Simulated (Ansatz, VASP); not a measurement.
## Hf: VASP beside Ansatz

```xyz
3
Lattice="4.2718 0.0000 0.0000 0.0000 4.2718 0.0000 0.0000 0.0000 4.2718" Properties=species:S:1:pos:R:3 pbc="T T T"
Hf    2.1359    0.0000    0.0000
Hf    0.0000    2.1359    0.0000
Hf    0.0000    0.0000    2.1359
```

Alike in both runs: functional PBE; k mesh 12 × 12 × 12; occupations gaussian, width 0.1 eV; no spin polarisation.

Ansatz relaxed the structure, and its values are those at the end. VASP's run is a single point on that final structure, the one shown.

|  | VASP | Ansatz |
| --- | --- | --- |
| version | VASP 6.6.1 | Ansatz 0.2.0 |
| potentials or method | VASP PAW PBE potentials, release 64 (Hf_pv) | scalar-relativistic, plane waves, PAW |
| plane-wave cutoff (eV) | 520 | 420 |
| valence electrons in the cell | 30 | 78 |

```tsv
	VASP	Ansatz	Ansatz less VASP
gap on the k mesh at the Fermi level (eV)	none	none	-
pressure (GPa)	-0.3	0.0	+0.26
```

A gap of «none» marks a metal or a gap that the smearing closes. The two sets of potentials don't hold the same shells in valence.

The runs have no spin-orbit coupling, so splittings on Hf are missing.
